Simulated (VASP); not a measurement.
Input:

```yaml
crystal:
  lattice:
    - [4.48609, 0.00000, 0.00000]
    - [0.00000, 4.48609, 0.00000]
    - [0.00000, 0.00000, 2.90943]
  atoms:
    - { symbol: Ge, position: [0.00000, 0.00000, 0.00000] }
    - { symbol: Ge, position: [0.50000, 0.50000, 0.50000] }
    - { symbol: O, position: [0.30691, 0.30691, 0.00000] }
    - { symbol: O, position: [0.80691, 0.19309, 0.50000] }
    - { symbol: O, position: [0.19309, 0.80691, 0.50000] }
    - { symbol: O, position: [0.69309, 0.69309, 0.00000] }
```

Method: PBE GGA, VASP's PBE PAW potentials (set 64) (plane waves; VASP 6.6.1). Run with 520 eV cut-off, Gaussian smearing of 0.050 eV, potentials Ge_d O.

### Question
Estimate the band gap (along the path) with the smallest direct gap where there is one.

### Answer

```
Quantity                               Result
------------------------------------  -------
band gap (along the path)             1.19 eV
smallest direct gap (along the path)  1.19 eV
```

Only differences to runs with the same potentials and settings are physical.

The compound is GeO2 in the rutile structure. It was relaxed first, which changed the volume by +6 %.
